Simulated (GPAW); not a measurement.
The system is Ge.

```
Ge
1.0
     4.00312    0.00000    0.00000
    -2.00156    3.46680    0.00000
     0.00000    0.00000   13.15671
Ge
8
Cartesian
  0.0000 2.3112 2.0517
  2.0016 1.1556 11.1050
  2.0016 1.1556 8.6300
  0.0000 2.3112 4.5267
  0.0000 0.0000 1.2255
  0.0000 0.0000 11.9312
  0.0000 0.0000 7.8039
  0.0000 0.0000 5.3528
```

This isn't the form of Ge at room conditions, which is diamond.

Base run:

- Program: GPAW 26.7.0
- Functional: LDA
- Potentials or basis: the program's PAW data sets (release 1.2.1) made for this functional
- Cutoff: 600 eV
- Basis: pw
- k mesh: 6 × 6 × 2
- Occupations: fermi-dirac, width 0.05 eV
- Spin: no spin polarisation

Its results: pressure -1.5 GPa; largest force 0.016 eV/Å.

**Question.** The run is repeated on the same cell with these changes: functional from LDA to r2SCAN; potentials or basis from the program's PAW data sets (release 1.2.1) made for this functional to GPAW PAW data sets (gpaw-data 1.2.1). What comes out?

**Answer.** Pressure 0.0 GPa; largest force 0.017 eV/Å.

Caveats: the PAW data sets were made with another functional, which shifts forces and pressure a little (some runs).

Not every run made on this cell is shown here.
